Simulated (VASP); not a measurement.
The system is Sb2Se3.

```
CELL_PARAMETERS angstrom
4.57969 0.00000 0.00000
0.00000 5.65991 0.00000
0.00000 0.00000 6.22963
ATOMIC_POSITIONS crystal
Sb 0.50000 0.50000 0.71313
Sb 0.50000 0.50000 0.28687
Se 0.00000 0.50000 0.50000
Se 0.00000 0.00000 0.00000
Se 0.00000 0.00000 0.50000
```

The cell was built by a generator and needn't be a form met in nature.

| Item | Value |
| --- | --- |
| Program | VASP 6.6.1 |
| Task | relaxation of cell and atoms |
| Functional | PBE |
| Potentials or basis | VASP PAW PBE potentials, release 64 (Sb, Se) |
| Cutoff | 520 eV |
| k mesh | 3 × 3 × 3 |
| Occupations | gaussian, width 0.15 eV |
| Spin | no spin polarisation |

At the start: pressure 3.8 GPa; volume 32.30 Å³/atom.

Question: How do energy, volume and symmetry change on relaxing?

Answer: Over 12 steps the energy falls by 315.0 meV/atom and the volume is 30.49 Å³/atom (-5.6 %); space group Pmmm (No. 47, to 0.05 Å).

Step by step:
| step | energy change (eV) | largest force (eV/Å) | pressure (GPa) | volume (Å³) |
| --- | --- | --- | --- | --- |
| 1 | 0.0000 | 2.1588 | 3.79 | 161.48 |
| 2 | -1.0315 | 0.3530 | -4.24 | 178.54 |
| 3 | -1.0354 | 0.2257 | -3.81 | 176.85 |
| 4 | -1.4781 | 0.9232 | -0.63 | 160.74 |
| 5 | -1.4783 | 0.9496 | -0.58 | 160.47 |
| 6 | -1.5554 | 0.3694 | -0.25 | 155.41 |
| 7 | -1.5660 | 0.0128 | 0.29 | 151.92 |
| 8 | -1.5670 | 0.1138 | 0.16 | 152.76 |
| 9 | -1.5735 | 0.0076 | -0.31 | 153.67 |
| 10 | -1.5736 | 0.0034 | -0.32 | 153.60 |
| 11 | -1.5735 | 0.0106 | -0.29 | 153.54 |
| 12 | -1.5749 | 0.0220 | 0.04 | 152.44 |

Final structure:
```xyz
5
Lattice="5.2248 0.0000 0.0000 0.0000 5.1553 0.0000 0.0000 0.0000 5.6593" Properties=species:S:1:pos:R:3 pbc="T T T"
Sb    2.6124    2.5777    4.2132
Sb    2.6124    2.5777    1.4461
Se    5.2248    2.5777    2.8296
Se    5.2248    0.0000    0.0000
Se    5.2248    0.0000    2.8296
```

Caveat: the k mesh is coarse (spacing up to 0.46 Å⁻¹), so the values aren't converged.
